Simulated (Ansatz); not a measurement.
**MnS, one cell by several methods**

```
Mn S
1.0
     0.00000    2.80000    2.80000
     2.80000    0.00000    2.80000
     2.80000    2.80000    0.00000
Mn S
1 1
Direct
  0.00000 0.00000 0.00000
  0.75000 0.75000 0.75000
```

Atom numbers follow the list: Mn1, S2.

Conventional cell: a = 5.600 Å, b = 5.600 Å, c = 5.600 Å, α = 90.00°, β = 90.00°, γ = 90.00°. Mn (atom 1) has 4 S at 2.42 Å as nearest neighbours. S (atom 2) is surrounded by 4 Mn at 2.42 Å.

The cell is COD entry 9008854, as deposited and not checked against the literature; nothing was relaxed.

The magnetic state is the one reached from the start moments; no search over orders was made, so it needn't be the ground state.

Levels of theory: DFT, PBE, PAW with Ansatz's default frozen-core files, scalar-relativistic (Ansatz 0.2.0); DFT, PBE, all-electron LAPW, scalar-relativistic (Ansatz 0.2.0).

For PAW: a Γ-centred 10×10×10 k mesh, Fermi–Dirac smearing of 0.05 eV, cutoff 420 eV, spin-polarised from start moments Mn1 4 μB. LAPW targets a basis error of 0.5 meV/atom. The Ansatz runs share mesh, smearing and spin set-up. Plane-wave (PAW) pressures include the program's estimate of the Pulay term.

Stress and pressure are positive in compression.

Levels count from the Fermi level.

PAW results:

```tsv
quantity	PAW
pressure (GPa)	1.04
moment of the cell (μB)	4.919
highest filled spin-up level at Γ (eV)	-3.172
lowest empty spin-up level at Γ (eV)	0.260
highest filled spin-up level at W (eV)	-1.726
lowest empty spin-up level at W (eV)	4.610
```

Q: What does all-electron LAPW give for the same quantities?

A: 
| quantity | LAPW |
| --- | --- |
| pressure (GPa) | 1.06 |
| moment of the cell (μB) | 4.920 |
| highest filled spin-up level at Γ (eV) | -3.176 |
| lowest empty spin-up level at Γ (eV) | 0.257 |
| highest filled spin-up level at W (eV) | -1.729 |
| lowest empty spin-up level at W (eV) | 4.609 |
